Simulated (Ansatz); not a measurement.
Crystal: SnO2.

```xyz
12
Lattice="5.1753 0.0000 0.0000 0.0000 5.1753 0.0000 0.0000 0.0000 5.1753" Properties=species:S:1:pos:R:3 pbc="T T T"
Sn    0.0000    0.0000    0.0000
Sn    2.5876    0.0000    2.5876
Sn    2.5876    2.5876    0.0000
Sn    0.0000    2.5876    2.5876
O     3.4214    4.3415    0.8337
O     4.3415    0.8337    3.4214
O     0.8337    3.4214    4.3415
O     1.7539    1.7539    1.7539
O     3.4214    3.4214    3.4214
O     4.3415    1.7539    0.8337
O     0.8337    4.3415    1.7539
O     1.7539    0.8337    4.3415
```

Measurements of this composition are mostly on another form, of space group No. 136.

Program: Ansatz 0.2.0. Alike in all runs: task band structure; potentials or basis Ansatz PAW; no spin polarisation; cell as given; k mesh 4 × 4 × 4; smearing fermi-dirac 0.05 eV.

Order these runs on this cell by their pressure, lowest first.
A. level BLYP; cutoff (eV) 420
B. level r2SCAN; cutoff (eV) 500
C. level PBEsol; cutoff (eV) 420
D. level RPBE; cutoff (eV) 420

B (-9.1 GPa), C (-7.2 GPa), D (3.6 GPa), A (5.4 GPa).

Caveats: the PAW data sets come from PBE, with cores solved anew for the run's functional, which leaves a small shift of forces and pressure.
